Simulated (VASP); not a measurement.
Runs of VASP 6.6.1 on Al. It takes space group Fm-3m (No. 225, cubic). Conventional cell: a = 4.050 Å, b = 4.050 Å, c = 4.050 Å, α = 90.00°, β = 90.00°, γ = 90.00°. Al (site symmetry m-3m) is surrounded by 12 Al at 2.86 Å. 

| task | level | potentials or basis | cell | k mesh | cutoff (eV) | ions in elastic constants | grid for exact exchange (PRECFOCK) | exchange at q = 0 | mesh quality | gap on the mesh (eV) | pressure (GPa) | relaxed volume (Å³/atom) |
| --- | --- | --- | --- | --- | --- | --- | --- | --- | --- | --- | --- | --- |
| relaxation of cell and atoms | PBEsol+D3 | VASP PAW PBE potentials, release 64 (Al) | relaxed | 11 × 11 × 11 | 600 | - | - | - | not flagged | none | 0.0 | 15.90 |
| relaxation of cell and atoms | PBEsol+D3(BJ) | VASP PAW PBE potentials, release 64 (Al) | relaxed | 11 × 11 × 11 | 600 | - | - | - | not flagged | none | 0.0 | (a) |
| band structure | r2SCAN50 | VASP PAW PBE potentials, release 64 (Al) | as given | 6 × 6 × 6 | 520 | - | Fast | default | coarse | - | -2.7 | - |
| band structure | SCAN0 | VASP PAW PBE potentials, release 64 (Al) | as given | 6 × 6 × 6 | 520 | - | Fast | truncated | coarse | - | -2.4 | - |

Alike in all rows: no spin polarisation; smearing fermi-dirac 0.05 eV.

**Question.** Fill in the values left out.

**Answer.** (a) 15.60.

Caveats: some runs use coarse meshes; the PAW data sets were made with another functional, which shifts forces and pressure a little; pairwise dispersion overbinds metals, which lowers pressure and volume (some runs); an unscreened hybrid on a path of extra k points without a Coulomb cutoff has errors near the mesh points, so the bands along the path aren't reliable (some runs).

A gap of «none» marks a metal or a gap under the smearing width.

Runs at the PBE level aren't shown here.
